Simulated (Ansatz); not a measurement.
**All-electron card of Y**

```
Y
1.0
     0.00000    2.48500    2.48500
     2.48500    0.00000    2.48500
     2.48500    2.48500    0.00000
Y
1
Cartesian
  0.0000 0.0000 0.0000
```

The cell is COD entry 1534898, as deposited and not checked against the literature; nothing was relaxed.

Method: DFT, PBE, all-electron LAPW, scalar-relativistic in Ansatz 0.2.0.

Sampling and basis: a Γ-centred 13×13×13 k mesh, Fermi–Dirac smearing of 0.05 eV, basis error target 1 meV/atom, no spin polarisation.

```yaml
Pressure_at_this_cell: 2.40 GPa
Band_gap: "none: with an odd electron count and no spin polarisation the bands can't all be full, a metal in this set-up (spin order or a larger cell could open a gap)"
Density_of_states_at_the_Fermi_level_0.2_eV_bin: 1.45 states/eV per cell
Volume_per_atom: 30.69 Å³
```
